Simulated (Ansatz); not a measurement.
KBr built on the zincblende prototype (r2SCAN geometry), in Ansatz:

```cif
data_structure
_symmetry_space_group_name_H-M 'P 1'
_symmetry_Int_Tables_number 1
_cell_length_a 5.2160
_cell_length_b 5.2160
_cell_length_c 5.2160
_cell_angle_alpha 60.000
_cell_angle_beta 60.000
_cell_angle_gamma 60.000
_cell_volume 100.35
loop_
_atom_site_label
_atom_site_type_symbol
_atom_site_fract_x
_atom_site_fract_y
_atom_site_fract_z
_atom_site_occupancy
K1 K 0.00000 0.00000 0.00000 1
Br1 Br 0.25000 0.25000 0.25000 1
```

G0W0@PBE with 550 empty bands, a screening cutoff of 180 eV and a 4×4×4 mesh (PAW, contour deformation) gives 7.162 eV over the mesh points, from a PBE gap of 4.282 eV; it sums over 558 bands with 537 plane waves in the screening and a wave cutoff of 420 eV. The G0W0 figures hold for the stated bands, cutoff and mesh and aren't extrapolated. All values are calculated for a non-magnetic cell, which may be hypothetical.

(1) Estimate the gap with potentials of the kind norm-conserving, with them a wave cutoff of 850 eV.

(2) Estimate the gap with starting point PBE0.

(3) Another run gave a Kohn-Sham gap of 4.282 eV and a G0W0 gap of 6.987 eV, summing over 235 bands with 259 plane waves in the screening and a wave cutoff of 420 eV. What was changed?

## Answers

(1) 7.105 eV (-0.057 eV), from a Kohn-Sham gap of 4.282 eV.

(2) 7.936 eV (+0.774 eV), from a Kohn-Sham gap of 6.123 eV.

(3) Empty bands 227, screening cutoff 100 eV. The counts of bands and plane waves show that both rose or fell; the cutoff follows only within a few eV.

Spin-orbit coupling is left out.
